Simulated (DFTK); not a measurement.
Runs of DFTK 0.8.2 on W. Symmetry: Im-3m, No. 229, cubic system. Conventional cell: a = 3.165 Å, b = 3.165 Å, c = 3.165 Å, α = 90.00°, β = 90.00°, γ = 90.00°. W (site symmetry m-3m) is surrounded by 8 W at 2.74 Å. 

```tsv
task	level	potentials or basis	k mesh	cutoff (eV)	valence electrons	SCF solver	mesh quality	gap on the mesh (eV)	pressure (GPa)	V0 of scaled cells (Å³/atom)	B0 (GPa)
band structure	LDA-Teter93	dojo.nc.sr.lda.v0_4_1.stringent.upf (LDA)	11 × 11 × 11	1687	W 28	-	not flagged	none	-8.8	-	-
band structure	PBE	SG15 1.2 (PBE)	12 × 12 × 12	952	W 28	-	not flagged	none	6.2	-	-
band structure	LDA	cp2k.nc.sr.lda.v0_1.largecore.gth (LDA, GTH, large core)	12 × 12 × 12	789	W 6	-	not flagged	none	(a)	-	-
band structure	BJ06	cp2k.nc.sr.pbe.v0_1.largecore.gth (PBE, GTH, large core)	12 × 12 × 12	1197	W 6	ScfAndersonSolver	not flagged	none	-	-	-
band structure	r2SCAN	cp2k.nc.sr.pbe.v0_1.largecore.gth (PBE, GTH, large core)	12 × 12 × 12	1197	W 6	-	not flagged	none	24.3	-	-
equation of state	PBEsol	SG15 1.2 (PBE)	8 × 8 × 8	1225	W 28	-	not flagged	-	-	15.64	(b)
equation of state	r2SCAN	SG15 1.2 (PBE)	7 × 7 × 7	1225	W 28	-	coarse	-	-	15.28	(c)
equation of state	LDA	cp2k.nc.sr.lda.v0_1.semicore.gth (LDA, GTH)	9 × 9 × 9	1415	W 14	-	not flagged	-	-	15.46	338
equation of state	PBE	dojo.nc.sr.pbe.v0_4_1.standard.upf (PBE)	12 × 12 × 12	1007	W 14	-	not flagged	-	-	16.15	301
single point	PBEsol	dojo.nc.sr.pbesol.v0_4_1.standard.upf (PBEsol)	12 × 12 × 12	1007	W 14	-	not flagged	none	-2.8	-	-
equation of state	PBEsol	dojo.nc.sr.pbesol.v0_4_1.standard.upf (PBEsol)	12 × 12 × 12	1007	W 14	-	not flagged	-	-	15.71	317
equation of state	BLYP	dojo.nc.sr.pbe.v0_5.stringent.upf (PBE)	9 × 9 × 9	1007	W 14	-	not flagged	-	-	16.68	(d)
```

Alike in all rows: no spin polarisation; cell as given; smearing fermi-dirac 0.05 eV.

**Question.** Fill in the values left out.

**Answer.** (a) -7.9; (b) 326; (c) 308; (d) 281.

Caveats: some runs use coarse meshes; the potentials were made for another functional, which shifts forces and pressure (some runs); GTH potentials come without recommended cutoffs, and this one wasn't checked for convergence (some runs); this set keeps more shells in the core, which shifts pressures and gaps (some runs); the program leaves the constant c of mgga_x_tb09 at 1, so the potential is Becke-Johnson's (BJ06) and not Tran and Blaha's, with levels but no total energy (some runs); the program warned that the kinetic-energy density falls under its von Weizsäcker bound, which can give unphysical results (some runs); so large a pressure means that the cell lies far from this level's equilibrium, or that cutoff or potentials fall short (some runs).

A k mesh can miss the band edges, and the runs leave out spin-orbit coupling on W.

A gap of «none» marks a metal or a gap under the smearing width.

Not every run made on this cell is shown here.
